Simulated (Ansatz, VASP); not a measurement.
Ge3Se4 in VASP and in Ansatz

```
Ge Se
1.0
     5.60718    0.00000    0.00000
     0.00000    5.60718    0.00000
     0.00000    0.00000    5.60718
Ge Se
3 4
Direct
  0.00000 0.50000 0.50000
  0.50000 0.00000 0.50000
  0.50000 0.50000 0.00000
  0.50000 0.00000 0.00000
  0.00000 0.50000 0.00000
  0.00000 0.00000 0.50000
  0.00000 0.00000 0.00000
```

Alike in both runs: functional PBE; k mesh 8 × 8 × 8; occupations gaussian, width 0.1 eV; no spin polarisation.

Ansatz relaxed the structure, and its values are those at the end. VASP's run is a single point on that final structure, the one shown.

|  | VASP | Ansatz |
| --- | --- | --- |
| version | VASP 6.6.1 | Ansatz 0.2.0 |
| potentials or method | VASP PAW PBE potentials, release 64 (Ge_d, Se) | scalar-relativistic, plane waves, PAW |
| plane-wave cutoff (eV) | 520 | 420 |
| valence electrons in the cell | 66 | 106 |

```tsv
	VASP	Ansatz	Ansatz less VASP
gap on the k mesh at the Fermi level (eV)	none	none	-
pressure (GPa)	0.0	0.0	-0.03
```

A gap of «none» marks a metal or a gap that the smearing closes. The two sets of potentials don't hold the same shells in valence.
